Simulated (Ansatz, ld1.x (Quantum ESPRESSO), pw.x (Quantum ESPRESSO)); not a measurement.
## Equation-of-state test of one PAW potential (K (Z = 19))

ld1.x (Quantum ESPRESSO) 7.5 input, shortened:

```
&input
   title='K', zed=19., rel=1, dft='PBE', iswitch=3,
   config='[Ar] 3d-2 4s1 4p0'
 /
 &inputp
   pseudotype=3, lpaw=.true., tm=.true., lloc=-2, rcloc=1.95,
   nlcc=.true., new_core_ps=.true., rcore=1.20,
   which_augfun='BESSEL', rmatch_augfun=1.50
 /
5
3S  1  0   2.00   0.00  1.80  2.45  0.0
4S  2  0   1.00   0.00  1.80  2.45  0.0
3P  2  1   6.00   0.00  2.00  2.25  0.0
4P  3  1   0.00   0.00  2.00  2.25  0.0
3D  3  2  -2.00   0.25  1.90  2.30  0.0
 &test
   configts(1)='3s2 3p6 4s1 4p0'
 /
```

Crystal test: sc K in pw.x 7.5, no spin, 8³ k-points, Fermi–Dirac smearing 0.01 Ry, cutoffs 40/320 Ry. The reference is all-electron LAPW (Ansatz 0.2.0) with the same functional, mesh and smearing; V0 and B0 come from Birch–Murnaghan fits to the pressures at five volumes. Errors are pseudo minus all-electron; Δ is the rms difference of the E(V) curves that follow from these fits, minima aligned, over ±6 % about the mean V0. Mesh and smearing are coarse, so the numbers serve the comparison and aren't converged zero-temperature values; the lattice is a test structure that the element need not adopt.

| V (Å³/atom) | P all-electron (GPa) | P pseudo (GPa) |
| --- | --- | --- |
| 75.817 | 0.15 | 0.13 |
| 77.812 | 0.07 | 0.05 |
| 79.807 | -0.00 | -0.02 |
| 81.802 | -0.07 | -0.08 |
| 83.797 | -0.12 | -0.14 |

All-electron: a0 = 4.303 Å (V0 = 79.69 Å³/atom), B0 = 2.7 GPa.

Pseudopotential: mean pressure error (GPa): -0.02; a0 (Å): 4.295; a0 error (%): -0.20; B0 error (%): +1.0; Δ (meV/atom): 0.3. Atomic configuration tests: test run stopped at test 4 of 5 (negative rho).

Problem. At the middle volume, how do free energy and pressure move when the wave cutoff is lowered (ecutrho held at 320 Ry)?

Solution.

```
cutoff (Ry)  shift of F (meV/atom)  shift of P (GPa)
         18                  +39.9             -0.08
         24                  +14.6             -0.12
         32                   +1.4             +0.01
```

Input at the middle volume:

```
&control
  calculation='scf', prefix='x', pseudo_dir='./', outdir='./tmp', tstress=.true., disk_io='low'
/
&system
  ibrav=0, nat=1, ntyp=1, ecutwfc=40, ecutrho=320, nbnd=12,
  occupations='smearing', smearing='fd', degauss=0.01
/
&electrons
  conv_thr=1e-09, mixing_beta=0.4, electron_maxstep=70
/
ATOMIC_SPECIES
K 1.0 K.UPF
CELL_PARAMETERS angstrom
  4.30540154 0.00000000 0.00000000
  0.00000000 4.30540154 0.00000000
  0.00000000 0.00000000 4.30540154
ATOMIC_POSITIONS crystal
K 0.0000 0.0000 0.0000
K_POINTS automatic
8 8 8 0 0 0
```

```bash
pw.x < K.scf.in > K.scf.out
```

Lines of the output:

```
Message from routine setup:
     using ibrav=0 with symmetry is DISCOURAGED, use correct ibrav instead
     lattice parameter (alat)  =       8.1360  a.u.
     unit-cell volume          =     538.5643 (a.u.)^3
     number of electrons       =         9.00
     number of Kohn-Sham states=           12
     kinetic-energy cutoff     =      40.0000  Ry
     charge density cutoff     =     320.0000  Ry
     scf convergence threshold =      1.0E-09
     Exchange-correlation= SLA  PW   PBX  PBC
     number of k points=    35  Fermi-Dirac smearing, width (Ry)=  0.0100
     iteration #  1     ecut=    40.00 Ry     beta= 0.40
     c_bands:  1 eigenvalues not converged
     total energy              =    -113.00599287 Ry
     estimated scf accuracy    <       0.00170933 Ry
     iteration #  2     ecut=    40.00 Ry     beta= 0.40
     total energy              =    -113.00592163 Ry
     estimated scf accuracy    <       0.00047325 Ry
     iteration #  3     ecut=    40.00 Ry     beta= 0.40
     total energy              =    -113.00596370 Ry
     estimated scf accuracy    <       0.00001853 Ry
     iteration #  4     ecut=    40.00 Ry     beta= 0.40
     total energy              =    -113.00596754 Ry
     estimated scf accuracy    <       0.00000014 Ry
     iteration #  5     ecut=    40.00 Ry     beta= 0.40
     total energy              =    -113.00596787 Ry
     estimated scf accuracy    <          3.0E-09 Ry
     iteration #  6     ecut=    40.00 Ry     beta= 0.40
     total energy              =    -113.00596787 Ry
     estimated scf accuracy    <          1.8E-09 Ry
     iteration #  7     ecut=    40.00 Ry     beta= 0.40
     the Fermi energy is     1.4207 ev
!    total energy              =    -113.00596787 Ry
     estimated scf accuracy    <          2.6E-11 Ry
     smearing contrib. (-TS)   =      -0.00343641 Ry
     The total energy is F=E-TS. E is the sum of the following terms:
     one-electron contribution =     -38.21524931 Ry
     hartree contribution      =      21.85604393 Ry
     xc contribution           =      -9.59289892 Ry
     ewald contribution        =     -28.24732731 Ry
     one-center paw contrib.   =     -58.80309985 Ry
     convergence has been achieved in   7 iterations
          total   stress  (Ry/bohr**3)                   (kbar)     P=       -0.20
```

The run at the middle volume (35 k-points, 7 iterations) took about 10 s on one core of a shared host (Intel(R) Xeon(R) 6975P-C, 64 threads, 248 GiB, load 27).
